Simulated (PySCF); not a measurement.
## Reproducing measurements on C4H10O

**The experiment to reproduce.**

NIST CCCBDB Release 22 (SRD 101), experimental dipoles lists, for the gas: dipole moment 1.74 ± 0.04 D.

The results are set against them at the end.

C4H10O.
Numbering: `[CH3:1][C:2]([CH3:3])([CH3:4])[OH:5]` (hydrogens: H6, H7, H8 on C1; H9, H10, H11 on C3; H12, H13, H14 on C4; H15 on O5)

Cartesian coordinates in Å at the PBE0-D3(BJ)/def2-SVP level; atoms count from 1:
```xyz
15
C4H10O angstrom
C      0.1659   -1.3622   -0.4509
C     -0.0896   -0.0179    0.2284
C     -0.8898    0.9057   -0.6881
C      1.2224    0.6363    0.6360
O     -0.7989   -0.2221    1.4401
H      0.7540   -1.2469   -1.3743
H      0.7103   -2.0325    0.2306
H     -0.7864   -1.8486   -0.7210
H     -1.0984    1.8574   -0.1771
H     -0.3488    1.1202   -1.6224
H     -1.8544    0.4451   -0.9600
H      1.8466    0.8552   -0.2427
H      1.7825   -0.0275    1.3108
H      1.0234    1.5762    1.1716
H     -1.6390   -0.6384    1.2190
```

The PySCF runs (gas phase, on this PBE0-D3(BJ)/def2-SVP geometry; no spin–orbit coupling):

```csv
level,job,basis functions
"PBE0-D3(BJ)/def2-SVP, grid level 1",geometry optimisation from an MMFF94s start,120
PBE0/pcSseg-1,"shieldings, charges and field gradients",135
B3LYP/pcJ-1,"spin–spin couplings from 14 perturbed nuclei, spin–dipole term left out",235
```

## Comparison

**Dipole moment.** Measured: 1.74 D (NIST CCCBDB Release 22 (SRD 101), experimental dipoles).

| level | computed (D) | computed − measured (D) | % (from the printed values) |
| --- | --- | --- | --- |
| PBE0-D3(BJ)/def2-SVP | 1.49 | -0.25 | -14 |
| PBE0/pcSseg-1 | 1.57 | -0.17 | -10 |
| B3LYP/pcJ-1 | 1.55 | -0.19 | -11 |

Closest is PBE0/pcSseg-1 (-0.17 D), furthest PBE0-D3(BJ)/def2-SVP (-0.25 D); one molecule doesn't rank methods. All 3 levels lie below the measurement. The computed dipoles belong to one fixed geometry; measured ones are averaged over vibrations unless marked μe. Magnitudes are compared, not signs.

The geometry is computed, not the measured one. Where a level misses, the cause wasn't examined.
